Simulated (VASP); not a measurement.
ZnCu2SnS4, 8 atoms in the cell. Symmetry: I-4, No. 82, tetragonal system. The conventional cell has a = 5.381 Å, b = 5.381 Å, c = 10.755 Å, α = 90.00°, β = 90.00°, γ = 90.00°. Zn (site symmetry -4) is surrounded by 4 S at 2.33 Å. Cu (site symmetry -4) has 4 S at 2.28 Å as nearest neighbours. Cu (site symmetry -4) is surrounded by 4 S at 2.28 Å. Around Sn (site symmetry -4) lie 4 S at 2.44 Å. S (site symmetry 1) is surrounded by 2 Cu at 2.28 Å and 1 Zn at 2.33 Å and 1 Sn at 2.44 Å. 

| Item | Value |
| --- | --- |
| Program | VASP 6.6.1 |
| Task | band structure |
| Functional | TB-mBJ |
| Potentials or basis | VASP PAW PBE potentials, release 64 (Zn, Cu, Sn_d, S) |
| Cutoff | 520 eV |
| k mesh | 10 × 10 × 10 |
| Occupations | gaussian, width 0.03 eV |
| Spin | no spin polarisation |
| Further INCAR settings | ALGO = Normal; EDIFF = 1e-06; NBANDS = 46 |

Potentials or basis: VASP PAW PBE potentials, release 64 (Zn, Cu, Sn_d, S).

Launch:

```bash
$ cat potpaw_PBE.64/Zn/POTCAR potpaw_PBE.64/Cu/POTCAR potpaw_PBE.64/Sn_d/POTCAR potpaw_PBE.64/S/POTCAR > POTCAR
$ cp INCAR.step1 INCAR
$ mpirun -np 4 vasp_std > vasp.out
$ cp INCAR.step2 INCAR
$ mpirun -np 4 vasp_std > vasp.out
```

Hardware: 4 MPI ranks on AMD EPYC 7R13 Processor (Zen 3), with other jobs on the host.

**Question.** Estimate the wall time of this run.

**Answer.** Run time: 52 min on 4 MPI ranks on AMD EPYC 7R13 Processor (Zen 3) (shared host), peak memory 1.6 GiB a rank. Counts: scf iterations 70, k points 144.
